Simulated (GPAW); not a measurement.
Cs2AgBiBr6:

```
Bi Cs Ag Br
1.0
     0.00000    5.61610    5.61610
     5.61610    0.00000    5.61610
     5.61610    5.61610    0.00000
Bi Cs Ag Br
1 2 1 6
Direct
  0.00000 0.00000 0.00000
  0.75000 0.75000 0.75000
  0.25000 0.25000 0.25000
  0.50000 0.50000 0.50000
  0.74945 0.74945 0.25055
  0.25055 0.25055 0.74945
  0.74945 0.25055 0.25055
  0.74945 0.25055 0.74945
  0.25055 0.74945 0.74945
  0.25055 0.74945 0.25055
```

Base run:

```yaml
Program: GPAW 26.7.0
Functional: PBE
Potentials_or_basis: GPAW PAW data sets (gpaw-data 1.2.1)
Cutoff: 400 eV
Basis: pw
k_mesh: 4 × 4 × 4
Occupations: fermi-dirac, width 0.001 eV
Spin: no spin polarisation
Hubbard_terms: Ag d U = 6.0 eV
```

Its results: band gap on the k mesh 1.73 eV, indirect (least direct gap 2.73 eV); electronic dielectric tensor (diagonal) 4.18.

**Question.** The run is repeated on the same cell with these changes: hubbard terms from Ag d U = 6.0 eV to Ag d U = 2.0 eV. What comes out?

**Answer.** Band gap on the k mesh 1.42 eV, indirect (least direct gap 2.59 eV); electronic dielectric tensor (diagonal) 4.50.

Caveats: the long-wavelength limit can be off by several per cent where d states take part; response on these states lacks terms of the Hamiltonian; spin-orbit coupling is left out, which as a rule narrows the gap of such compounds by several tenths of an eV; an odd mesh through Γ misses points on the zone boundary, where band edges often lie.
